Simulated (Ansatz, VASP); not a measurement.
**One calculation of Si4S, two programs**

```
CELL_PARAMETERS angstrom
4.00552 0.00000 0.00000
-2.00276 3.46888 0.00000
0.00000 0.00000 5.87971
ATOMIC_POSITIONS crystal
Si 0.33333 0.66667 0.72367
Si 0.66667 0.33333 0.72367
Si 0.66667 0.33333 0.27633
Si 0.33333 0.66667 0.27633
S 0.00000 0.00000 0.00000
```

Alike in both runs: task relaxation of cell and atoms; functional PBE; k mesh 6 × 6 × 4; occupations gaussian, width 0.1 eV; no spin polarisation.

```csv
,VASP,Ansatz
version,VASP 6.6.1,Ansatz 0.2.0
potentials or method,"VASP PAW PBE potentials, release 64 (Si, S)","scalar-relativistic, plane waves, PAW"
plane-wave cutoff (eV),600,420
valence electrons in the cell,22,22
```

|  | VASP | Ansatz | Ansatz less VASP |
| --- | --- | --- | --- |
| gap on the k mesh at the Fermi level, each at its own relaxed structure (eV) | none | none | - |
| relaxed volume (Å³/atom) | 17.78 | 18.01 | +0.224 |
| relaxed cell length with the largest relative difference (Å) | 6.004 | 6.143 | +0.1389 |
| energy change over the relaxation (meV/atom) | -39 | -39 | -0.1 |

A gap of «none» marks a metal or a gap that the smearing closes.
